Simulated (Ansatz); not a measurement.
All numbers below come from DFT PBE, scalar-relativistic, plane waves, PAW (Ansatz). Cutoff 420 eV, Γ-centred meshes of about 0.25 Å⁻¹ or finer for metals and 0.3 Å⁻¹ for insulators (2π included), Gaussian smearing. No spin polarisation.

Temperature and zero-point effects are left out.

Two relaxed structures of Al2Cu:

A.

```
Al Cu
1.0
     2.86613    0.00000    0.00000
    -1.43306    2.48214    0.00000
     0.00000    0.00000    6.22517
Al Cu
2 1
Direct
  0.33333 0.66667 0.81704
  0.66667 0.33333 0.18296
  0.00000 0.00000 0.50000
```

B.

```
Al Cu
1.0
    -3.04202    3.04202    2.41585
     3.04202   -3.04202    2.41585
     3.04202    3.04202   -2.41585
Al Cu
4 2
Direct
  0.65758 0.84242 0.50000
  0.15758 0.65758 0.81516
  0.84242 0.34242 0.18484
  0.34242 0.15758 0.50000
  0.25000 0.25000 0.00000
  0.75000 0.75000 0.00000
```

Task: Which form is favoured at zero pressure, and by what margin per atom?

Result: B is lower, by 69 meV/atom. A has Al and Cu ordered on fcc sites, space group P-3m1 (No. 164), 14.8 Å³/atom and no gap on its mesh; B has space group I4/mcm (No. 140), 14.9 Å³/atom and no gap. Counting all near atoms (those within 1.25 times the shortest distance at each site; a plus sign parts nearer from farther groups), A has Al 12, Cu 6+6 and B has Al 11, Cu 10. Both come from trial cells of a structure search, whose lowest cell (fluorite type, Fm-3m, 16.1 Å³/atom) lies 25 meV/atom below the lower of the two. B has the structure into which a cell as deposited in COD relaxes.

With atoms moved at random, B ended within 5 meV/atom of its own energy, in a cell of lower symmetry. Other cells relaxed within their symmetry can be saddle points. Some types were kept out of the candidates beforehand, so the set may lack a known form.
